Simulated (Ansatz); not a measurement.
# SrCl2 in Ansatz: the effect of functional

SrCl2:

```
CELL_PARAMETERS angstrom
0.00000 3.41714 3.41714
3.41714 0.00000 3.41714
3.41714 3.41714 0.00000
ATOMIC_POSITIONS crystal
Sr 0.00000 0.00000 0.00000
Cl 0.75000 0.75000 0.75000
Cl 0.25000 0.25000 0.25000
```

The cell isn't the ideal one: volume scaled by 0.94.

Alike in all runs:

- Program: Ansatz 0.2.0
- Task: single point
- Potentials or basis: Ansatz PAW
- k mesh: 7 × 7 × 7
- Occupations: fermi-dirac, width 0.05 eV
- Spin: no spin polarisation

```csv
functional,cutoff,gap on the mesh (eV),pressure (GPa)
LDA,420 eV (not typed: the program's choice for these potentials),5.16,-0.6
PBEsol,420 eV (not typed: the program's choice for these potentials),?,?
r2SCAN,500 eV (not typed: the program's choice for these potentials),6.06,3.1
```

Problem. What does the run with functional PBEsol give?

Solution. gap on the mesh 5.41 eV; pressure 1.3 GPa.

Caveats: odd divisions of the mesh miss points on the zone boundary, where band edges often lie, so the gap on the mesh can be too wide; the PAW data sets come from PBE, with cores solved anew for the run's functional, which leaves a small shift of forces and pressure.

A k mesh can miss the band edges.
